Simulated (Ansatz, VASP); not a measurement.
## Two plane-wave programs on BN

The input INCAR:

```
SYSTEM = BN
PREC = Accurate
ENCUT = 520
EDIFF = 1E-6
ISMEAR = 0
SIGMA = 0.05
LREAL = .False.
LASPH = .True.
NELM = 80
ALGO = Normal
ISIF = 2
LWAVE = .False.
LCHARG = .False.
GGA = PS
NBANDS = 16
```

KPOINTS

```
Automatic mesh
0
Gamma
  12 12 4
  0 0 0
```

File POSCAR:

```
BN
1.0
    2.3857503931      0.0000000000      0.0000000000
   -1.1928751966      2.0661204475      0.0000000000
    0.0000000000      0.0000000000      7.5613972958
B N
2 2
Direct
    0.3333333333      0.6666666667      0.2500000000
    0.6666666667      0.3333333333      0.7500000000
    0.3333333333      0.6666666667      0.7500000000
    0.6666666667      0.3333333333      0.2500000000
```

Input for Ansatz:

```yaml
crystal:
  lattice:
    - [2.3857503931, 0.0, 0.0]
    - [-1.1928751966, 2.0661204475, 0.0]
    - [0.0, 0.0, 7.5613972958]
  atoms:
    - { symbol: B, position: [0.3333333333, 0.6666666667, 0.25] }
    - { symbol: B, position: [0.6666666667, 0.3333333333, 0.75] }
    - { symbol: "N", position: [0.3333333333, 0.6666666667, 0.75] }
    - { symbol: "N", position: [0.6666666667, 0.3333333333, 0.25] }
basis:
  ecutwfc: 520.0
kpoints:
  mp_grid: { grid: [12, 12, 4] }
hamiltonian:
  xc: pbesol
  pseudopotentials: { kind: paw, azcp: { folder: soft_1 } }
scf:
  occupations: { method: gaussian, width: 0.05 }
output:
  forces: true
  stress: true
  eigenvalues: true
```

Alike in both runs: task single point; functional PBEsol; k mesh 12 × 12 × 4; occupations gaussian, width 0.05 eV; no spin polarisation.

|  | VASP | Ansatz |
| --- | --- | --- |
| version | VASP 6.6.1 | Ansatz 0.2.0 |
| potentials or method | VASP PAW PBE potentials, release 64 (B, N) | scalar-relativistic, plane waves, PAW |
| plane-wave cutoff (eV) | 520 | 520 |
| valence electrons in the cell | 16 | 16 |

|  | VASP | Ansatz | Ansatz less VASP |
| --- | --- | --- | --- |
| gap on the k mesh at the Fermi level (eV) | 4.36 | 4.37 | +0.008 |
| least direct gap on the mesh (eV) | 4.97 | 4.97 | +0.003 |

Ansatz warned: «pseudo_functional_mismatch».

 A k mesh can miss the band edges.
